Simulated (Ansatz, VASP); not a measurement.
## One calculation of BP, two programs

```
B P
1.0
     0.00000    2.26827    2.26827
     2.26827    0.00000    2.26827
     2.26827    2.26827    0.00000
B P
1 1
Direct
  0.00000 0.00000 0.00000
  0.25000 0.25000 0.25000
```

Alike in both runs: functional r2SCAN; k mesh 10 × 10 × 10; occupations gaussian, width 0.02 eV; no spin polarisation.

Ansatz relaxed the structure, and its values are those at the end. VASP's run is a single point on that final structure, the one shown.

|  | VASP | Ansatz |
| --- | --- | --- |
| version | VASP 6.6.1 | Ansatz 0.2.0 |
| potentials or method | VASP PAW PBE potentials, release 64 (B, P) | scalar-relativistic, plane waves, PAW |
| plane-wave cutoff (eV) | 520 | 500 |
| valence electrons in the cell | 8 | 8 |

Ansatz gave:

* gap on the k mesh at the Fermi level (eV): 1.41
* least direct gap on the mesh (eV): 3.60
* pressure (GPa): 0.0

Question: Estimate VASP's values.

Answer: gap on the k mesh at the Fermi level (eV): 1.45; least direct gap on the mesh (eV): 3.64; pressure (GPa): -0.5.

Caveats: the PAW data sets were made with another functional, which shifts forces and pressure a little (VASP). r2SCAN opens gaps a little over a GGA but as a rule still falls short of measured ones. A k mesh can miss the band edges.
